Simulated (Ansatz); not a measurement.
**ScAl$_{3}$: phonons across the zone**

Method: DFT PBE, scalar-relativistic, plane waves, PAW in Ansatz 0.2.0. Cutoff 420 eV, 6×6×8 k-points (Γ-centred), Fermi-Dirac smearing of 0.15 eV. No spin polarisation. Phonons by linear response, acoustic sum rule imposed.

Equilibrium structure at this level:
```yaml
crystal:
  lattice:
    - [5.87562, 0.00000, 0.00000]
    - [-2.93781, 5.08843, 0.00000]
    - [0.00000, 0.00000, 4.68048]
  atoms:
    - { symbol: Sc, position: [0.66667, 0.33333, 0.25000] }
    - { symbol: Sc, position: [0.33333, 0.66667, 0.75000] }
    - { symbol: Al, position: [0.84164, 0.15836, 0.75000] }
    - { symbol: Al, position: [0.31671, 0.15836, 0.75000] }
    - { symbol: Al, position: [0.84164, 0.68329, 0.75000] }
    - { symbol: Al, position: [0.15836, 0.84164, 0.25000] }
    - { symbol: Al, position: [0.68329, 0.84164, 0.25000] }
    - { symbol: Al, position: [0.15836, 0.31671, 0.25000] }
```

It was reached by relaxing an invented guess, and it needn't be the stable form of this composition. In a metal, frequencies and elastic constants depend on the k mesh and the smearing, soft modes and shear constants most. The q mesh is coarse, so values between its points are rough.

Force constants from linear response on a 1×1×2 q mesh.

Path: Γ–M–K–Γ–A–L–H–A | L–M | H–K. Only the points of the 1×1×2 mesh were computed; the rest is interpolation, which is rough on so few points. On the mesh no mode is imaginary. Distance along the path (Å⁻¹), then the branches (cm⁻¹, negative for imaginary):
```
0.000  0 0 0 165 165 169 199 199 214 214 218 245 245 247 248 257 274 274 283 304 304 316 316 318
0.154  32 33 50 164 168 169 200 200 207 214 216 244 246 249 252 258 274 276 282 301 301 313 315 317
0.309  63 64 98 160 161 179 193 200 201 214 217 238 246 255 258 260 274 279 282 295 296 306 314 314
0.463  89 95 139 146 151 184 186 198 204 214 223 225 243 261 262 265 274 276 288 290 291 298 308 312
0.617  102 122 123 143 163 181 182 198 207 214 216 228 241 262 263 268 274 277 282 285 296 299 302 311
0.707  106 123 124 143 164 177 183 193 210 212 218 231 242 259 262 269 277 277 280 287 296 299 301 310
0.796  115 126 128 144 167 168 183 186 205 216 224 235 242 252 260 271 277 277 283 290 297 298 300 306
0.885  127 130 133 143 156 166 183 184 198 222 232 235 243 246 258 273 275 278 289 292 297 297 298 301
0.974  135 135 138 138 148 165 185 185 193 230 230 239 239 243 257 274 274 280 294 295 295 296 296 298
1.152  108 111 141 148 164 170 171 191 208 215 226 233 249 250 256 271 275 277 288 289 297 298 304 305
1.330  74 76 108 160 165 175 185 196 204 218 222 230 252 253 256 262 278 279 282 289 298 306 311 312
1.508  38 38 57 165 167 170 199 200 204 215 216 242 248 249 253 258 274 276 282 300 301 312 315 317
1.687  0 0 0 165 165 169 199 199 214 214 218 245 245 247 248 257 274 274 283 304 304 316 316 318
1.855  40 40 54 164 168 168 196 196 213 213 220 236 244 244 246 265 267 267 292 307 307 312 319 319
2.022  79 79 104 155 174 174 188 188 210 210 217 224 238 238 245 254 254 281 293 304 314 314 325 325
2.190  114 114 141 150 166 166 191 191 208 208 209 230 231 231 240 240 241 264 297 310 322 322 329 329
2.358  143 143 143 143 150 150 202 202 202 202 230 230 230 230 230 230 236 236 307 307 327 327 327 327
2.512  130 130 145 145 163 163 202 202 207 207 227 227 229 229 233 233 240 240 306 306 324 324 326 326
2.667  113 113 151 151 180 180 200 200 216 216 223 223 229 229 238 238 246 246 300 300 317 317 323 323
2.821  100 100 157 157 196 196 198 198 219 219 220 220 234 234 246 246 251 251 291 291 309 309 320 320
2.975  95 95 160 160 196 196 202 202 219 219 219 219 237 237 251 251 252 252 286 286 305 305 318 318
3.064  94 94 162 162 193 193 205 205 219 219 219 219 236 236 248 248 257 257 285 285 304 304 318 318
3.154  92 92 169 169 188 188 206 206 218 218 219 219 233 233 249 249 262 262 285 285 302 302 317 317
3.243  90 90 176 176 185 185 206 206 218 218 219 219 230 230 252 252 266 266 284 284 300 300 316 316
3.332  89 89 180 180 184 184 205 205 218 218 218 218 230 230 254 254 267 267 284 284 299 299 316 316
3.510  94 94 172 172 182 182 207 207 218 218 220 220 231 231 246 246 262 262 288 288 304 304 317 317
3.688  108 108 157 157 179 179 203 203 218 218 223 223 229 229 237 237 250 250 298 298 314 314 322 322
3.866  127 127 146 146 165 165 202 202 208 208 226 226 229 229 234 234 241 241 305 305 324 324 326 326
4.045  143 143 143 143 150 150 202 202 202 202 230 230 230 230 230 230 236 236 307 307 327 327 327 327
4.129  96 96 151 168 189 194 204 206 214 218 223 225 232 244 248 251 251 254 286 287 304 306 315 321
4.296  100 105 132 167 177 186 198 210 216 220 221 230 236 240 251 254 258 259 288 293 302 303 305 322
4.464  109 115 118 153 168 181 194 204 210 214 225 232 239 240 261 261 264 274 289 292 294 299 303 318
4.632  104 120 123 144 166 175 189 198 208 214 219 228 241 256 263 272 272 278 282 286 294 300 302 312
4.716  89 89 180 180 184 184 205 205 218 218 218 218 230 230 254 254 267 267 284 284 299 299 316 316
4.884  94 94 171 171 175 183 205 205 216 216 221 232 232 242 250 250 259 268 281 293 300 300 313 313
5.052  107 107 156 156 162 175 202 202 211 225 225 232 232 248 258 258 260 261 289 297 297 298 309 309
5.219  123 123 145 145 152 168 193 193 198 227 227 235 235 244 258 272 272 273 290 290 295 297 304 304
5.387  135 135 138 138 148 165 185 185 193 230 230 239 239 243 257 274 274 280 294 295 295 296 296 298
```
